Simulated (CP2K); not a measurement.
# KBr in CP2K: the effect of functional

The system is KBr.

```xyz
2
Lattice="4.6669 0.0000 0.0000 2.3335 4.0417 0.0000 2.3335 1.3472 3.8105" Properties=species:S:1:pos:R:3 pbc="T T T"
Br    4.6669    2.6944    1.9053
K     0.0000    0.0000    0.0000
```

Alike in all runs:

| Item | Value |
| --- | --- |
| Program | CP2K 2026.2 |
| Task | band structure |
| Potentials or basis | POTENTIAL_UZH Br GTH-PBE-q7, K GTH-PBE-q9; TZVP-MOLOPT-PBE-GTH basis |
| Density cutoff | 9184 eV |
| k mesh | 7 × 7 × 7 |
| Occupations | fermi-dirac, width 0.05 eV |
| Spin | no spin polarisation |

| functional | gap on the mesh (eV) | pressure (GPa) |
| --- | --- | --- |
| LDA | 3.93 | -1.4 |
| WC | 4.24 | -0.1 |
| vdW-DF-cx | 4.42 | 0.1 |
| BEEF-vdW | 4.68 | 1.2 |
| MS2 | ? | ? |

**Question.** What does the run with functional MS2 give?

**Answer.** gap on the mesh 5.04 eV; pressure 0.1 GPa.

Caveats: the potentials were made for another functional, which shifts forces and pressure; the basis of atomic orbitals isn't converged, which shifts pressures, moduli and gaps.

Runs at the PBE level aren't shown here.
